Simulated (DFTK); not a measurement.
The system is Cr.

```
Cr
1.0
     2.71400    0.00000    0.00000
    -1.35700    2.35039    0.00000
     0.00000    0.00000    4.41000
Cr
2
Direct
  0.66667 0.33333 0.75000
  0.33333 0.66667 0.25000
```

This isn't the form of Cr at room conditions, which is bcc.

Alike in all runs: program DFTK 0.8.2; functional PBE; potentials or basis dojo.nc.sr.pbe.v0_4_1.standard.upf (PBE); cutoff 1279 eV; k mesh 8 × 8 × 4; occupations fermi-dirac, width 0.05 eV.

Problem. Only the start or the spin constraint differs. Which run ends lowest in energy?
A. collinear spin, random start of up to 2.22 μB
B. collinear spin, zero start
C. no spin polarisation
D. collinear spin, ferromagnetic start of up to 4.5 μB
E. collinear spin, ferromagnetic start of up to 3 μB
F. collinear spin, antiferromagnetic start of up to 3 μB

Solution. F.

```csv
start,free energy over the lowest (meV/atom),net moment (μB),site or absolute moments (μB),gap
no spin polarisation,93.4,-,-,none (metal or under the smearing width)
"collinear spin, random start of up to 2.22 μB",93.4,0.00,absolute 0.00,none (metal or under the smearing width)
"collinear spin, antiferromagnetic start of up to 3 μB",0.0,0.00,"Cr +2.61, -2.61",none (metal or under the smearing width)
"collinear spin, ferromagnetic start of up to 4.5 μB",65.1,2.37,Cr +1.18,none (metal or under the smearing width)
"collinear spin, ferromagnetic start of up to 3 μB",65.1,2.37,Cr +1.18,none (metal or under the smearing width)
"collinear spin, zero start",93.4,0.00,absolute 0.00,none (metal or under the smearing width)
```

The spin-polarised runs without a constraint all converged, yet they end up to 93 meV/atom apart: a converged run can sit in a state that isn't the lowest. Allowing spin polarisation gains 93 meV/atom. A still lower state may exist.

Caveats: the starting moments collapsed, and a magnetic state may lie lower (some runs).
